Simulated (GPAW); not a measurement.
Crystal: Fe.

```
Fe
1.0
     0.00000    1.94174    1.96511
     1.49844    0.00000    1.96511
     1.49844    1.94174    0.00000
Fe
1
Direct
  0.00000 0.00000 0.00000
```

Base run:

* Program: GPAW 26.7.0
* Functional: PBEsol
* Potentials or basis: PAW data sets generated in the run's folder for this functional
* Cutoff: 600 eV
* Basis: pw
* k mesh: 11 × 11 × 11
* Occupations: fermi-dirac, width 0.05 eV
* Spin: collinear spin, ferromagnetic start
* Starting moments: [3.0] μB
* Hubbard terms: Fe d U = 3 eV

Its results: pressure 14.5 GPa; net moment 2.82 μB per cell; site moments Fe +2.95 μB.

**Question.** After a change of settings the same cell gave: pressure 42.7 GPa; net moment 3.22 μB per cell; site moments Fe +3.44 μB. Which change was it?
A. hubbard terms from Fe d U = 3 eV to Fe d U = 8 eV
B. hubbard terms from Fe d U = 3 eV to Fe d U = 1 eV
C. hubbard terms from Fe d U = 3 eV to none

**Answer.** A.

Caveats: the U is typed as a test and isn't derived for this compound; a pressure of tens of GPa on the cell as given is suspect, and the run, the potentials or the cell itself is likely at fault (some runs).

Runs at the PBE level aren't shown here.
